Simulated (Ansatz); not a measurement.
The structure comes from a relaxation in the same program, started in the sc type, and has space group Pm-3m. Whether it is a known phase or the ground state wasn't checked.

A run on Mo: DFT, PBE, all-electron LAPW, scalar-relativistic (Ansatz 0.2.0). The input:

```yaml
crystal:
  lattice:
    - [2.6048782482, 0.0, 0.0]
    - [0.0, 2.6048782482, 0.0]
    - [0.0, 0.0, 2.6048782482]
  atoms:
    - { symbol: Mo, position: [0.0, 0.0, 0.0] }
kpoints:
  mp_grid: { grid: [12, 12, 12] }
scf:
  occupations: { method: fermi_dirac, width: 0.03 }
hamiltonian:
  xc: pbe
  pseudopotentials:
    kind: all_electron
    lapw: { basis_error: 0.0005, muffin_tin_radii: { Mo: 1.524 } }
output:
  forces: true
  stress: true
  eigenvalues: true
```

**Question.** Can this result be used?

**Answer.** No. The program refused the input. The typed spheres overlap: twice 1.524 Å exceeds the shortest distance, 2.605 Å; smaller radii, or none typed, cure it. It says:
```
Error: `kind: all_electron` solves this crystal on LAPW (the input types lapw, or this build lists no dataset of some species for it), and no LAPW basis is found for it: the given muffin-tin radii of Mo and Mo, or the smallest supported ones, add up to 3.048 Å, and 2.605 Å are free between these atoms; give smaller radii, or leave one out; where each species has a listed dataset, leave lapw and dirac_shells out and run without spin–orbit coupling, or set another kind (and leave the keys of all_electron out)
```
 The same cell converged in the base run, which differs by not having this change: all sphere radii typed as 1.524 A.
